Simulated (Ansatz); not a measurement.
CoSi2, DFT, PBE, all-electron LAPW, scalar-relativistic (Ansatz 0.2.0), run on 1 thread of INTEL(R) XEON(R) PLATINUM 8581C CPU @ 2.10GHz (Emerald Rapids) on a shared host.

The cell is COD entry 1008148, as deposited and not checked against the literature; nothing was relaxed. The listed cell was then made from it by scaling, straining or moving an atom.

Command: `ansatz run input.yaml --threads 1 --pin off --max-ram 4096MiB --backend cpu --events-out ev --progress --plain --runs-dir out`

```yaml
crystal:
  lattice:
    - [0.0, 2.6277397366, 2.6277397366]
    - [2.6277397366, 0.0, 2.6277397366]
    - [2.6277397366, 2.6277397366, 0.0]
  atoms:
    - { symbol: Co, position: [0.0, 0.0, 0.0], spin: 2.0 }
    - { symbol: Si, position: [0.25, 0.25, 0.25] }
    - { symbol: Si, position: [0.75, 0.75, 0.75] }
magnetization:
  spin_polarized: true
kpoints:
  mp_grid: { grid: [11, 11, 11] }
  band_path:
    path:
      - [0.0, 0.0, 0.0]
      - [0.5, 0.0, 0.5]
      - [0.625, 0.25, 0.625]
      - [0.375, 0.375, 0.75]
      - [0.0, 0.0, 0.0]
      - [0.5, 0.5, 0.5]
      - [0.5, 0.25, 0.75]
      - [0.5, 0.0, 0.5]
    npoints: 5
scf:
  occupations: { method: fermi_dirac, width: 0.05 }
hamiltonian:
  xc: pbe
  pseudopotentials: { kind: all_electron, lapw: { basis_error: 0.001 } }
output:
  forces: true
  stress: true
  eigenvalues: true
```

Task: How large is the problem that the program sets up?

Result: 56 irreducible k-points, 459 plane waves at Γ, 26 bands.

Task: About how long does it take, and how much memory does it use?

Result: 36 s of wall time for 13 SCF iterations, with a peak of 0.61 GiB. Times on shared machines scatter by tens of per cent.
